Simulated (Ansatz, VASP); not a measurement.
## SiC: VASP beside Ansatz

Contents of INCAR:

```
SYSTEM = SiC
PREC = Accurate ; ENCUT = 520
EDIFF = 1E-6 ; ISMEAR = 0
SIGMA = 0.05 ; LREAL = .FALSE.
LASPH = .TRUE. ; NELM = 80
ALGO = Normal ; ISIF = 2
LWAVE = .FALSE. ; LCHARG = .TRUE.
GGA = PS ; LELF = .TRUE.
LVHAR = .TRUE. ; NBANDS = 26
```

File KPOINTS:

```
regular mesh
0
G
  12 12 4
  0 0 0
```

POSCAR

```
SiC
1.0
    3.2935000000      0.0000000000      0.0000000000
   -1.6467500000      2.8522546674      0.0000000000
    0.0000000000      0.0000000000      9.5384000000
Si C
4 4
Direct
    0.6666666667      0.3333333333      0.9378278494
    0.3333333333      0.6666666667      0.4378278494
    0.0000000000      0.0000000000      0.6878973398
    0.0000000000      0.0000000000      0.1878973398
    0.6666666667      0.3333333333      0.7498191768
    0.3333333333      0.6666666667      0.2498191768
    0.0000000000      0.0000000000      0.5004546340
    0.0000000000      0.0000000000      0.0004546340
```

Input for Ansatz:

```yaml
crystal:
  lattice:
    - [3.2935, 0.0, 0.0]
    - [-1.64675, 2.8522546674, 0.0]
    - [0.0, 0.0, 9.5384]
  atoms:
    - { symbol: Si, position: [0.6666666667, 0.3333333333, 0.9378278494] }
    - { symbol: Si, position: [0.3333333333, 0.6666666667, 0.4378278494] }
    - { symbol: Si, position: [0.0, 0.0, 0.6878973398] }
    - { symbol: Si, position: [0.0, 0.0, 0.1878973398] }
    - { symbol: C, position: [0.6666666667, 0.3333333333, 0.7498191768] }
    - { symbol: C, position: [0.3333333333, 0.6666666667, 0.2498191768] }
    - { symbol: C, position: [0.0, 0.0, 0.500454634] }
    - { symbol: C, position: [0.0, 0.0, 0.000454634] }
basis:
  ecutwfc: 520.0
kpoints:
  mp_grid: { grid: [12, 12, 4] }
hamiltonian:
  xc: pbesol
  pseudopotentials: { kind: paw, azcp: { folder: soft_1 } }
scf:
  occupations: { method: gaussian, width: 0.05 }
output:
  forces: true
  stress: true
  eigenvalues: true
```

Alike in both runs: task single point; functional PBEsol; k mesh 12 × 12 × 4; occupations gaussian, width 0.05 eV; no spin polarisation.

|  | VASP | Ansatz |
| --- | --- | --- |
| version | VASP 6.6.1 | Ansatz 0.2.0 |
| potentials or method | VASP PAW PBE potentials, release 64 (Si, C) | scalar-relativistic, plane waves, PAW |
| plane-wave cutoff (eV) | 520 | 520 |
| valence electrons in the cell | 32 | 32 |

VASP gave:

- gap on the k mesh at the Fermi level (eV): 1.40
- least direct gap on the mesh (eV): 2.34
- pressure (GPa): -11.0
- largest component of the traceless stress (GPa): 40.30
- rms of the force components (eV/Å): 0.848

Task: Estimate Ansatz's values.

Result: gap on the k mesh at the Fermi level (eV): 1.42; least direct gap on the mesh (eV): 2.35; pressure (GPa): -11.3; largest component of the traceless stress (GPa): 40.01; rms of the force components (eV/Å): 0.837.

Atom by atom the forces differ by 0.011 eV/Å (rms over components). With one functional, cell and mesh, what is left measures potentials, basis and numerics. Ansatz warned: «pseudo_functional_mismatch».

Caveats: the PAW data sets were made with another functional, which shifts forces and pressure a little (VASP). A k mesh can miss the band edges. A hybrid or GW would open this gap; PBEsol tends to underestimate it.
